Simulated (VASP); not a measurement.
A run of VASP 6.6.1 is set up as follows.

File INCAR:

```
SYSTEM = PbS
  PREC = Accurate
  ENCUT = 600
  EDIFF = 1E-7
  ISMEAR = 0
  SIGMA = 0.02
  LREAL = .False.
  LASPH = .True.
  NELM = 60
  ALGO = Fast
  ISIF = 3
  LWAVE = .False.
  LCHARG = .False.
  GGA = PS
  IBRION = 2
  NSW = 90
  EDIFFG = -0.005
```

The input KPOINTS:

```
Automatic mesh
0
Gamma
  10 10 10
  0 0 0
```

The input POSCAR:

```
PbS
1.0
    0.0000000000      2.9880867000      2.9880867000
    2.9880867000      0.0000000000      2.9880867000
    2.9880867000      2.9880867000      0.0000000000
Pb S
1 1
Direct
    0.5000000000      0.5000000000      0.5000000000
    0.0000000000      0.0000000000      0.0000000000
```

Potentials or basis: VASP PAW PBE potentials, release 64 (Pb_d, S).

Command:

```bash
$ cat potpaw_PBE.64/Pb_d/POTCAR potpaw_PBE.64/S/POTCAR > POTCAR
$ mpirun -np 1 vasp_std > vasp.out
```

Problem. Predict the band gap on the k mesh.

Solution. 0.20 eV, direct.

Problem. Estimate the relaxed volume.

Solution. 25.72 Å³/atom.

Problem. What does it give for the relaxed cell?

Solution. a = 4.175 Å, b = 4.175 Å, c = 4.175 Å, α = 60.00°, β = 60.00°, γ = 60.00°.

The path:
```tsv
step	energy change (eV)	largest force (eV/Å)	pressure (GPa)	volume (Å³)
1	0.0000	0.0000	-2.04	53.36
2	-0.0109	0.0000	0.81	50.78
3	-0.0126	0.0000	-0.01	51.44
```

Caveat: the PAW data sets were made with another functional, which shifts forces and pressure a little; spin-orbit coupling is left out, which as a rule narrows the gap of such compounds by several tenths of an eV. A k mesh can miss the band edges.
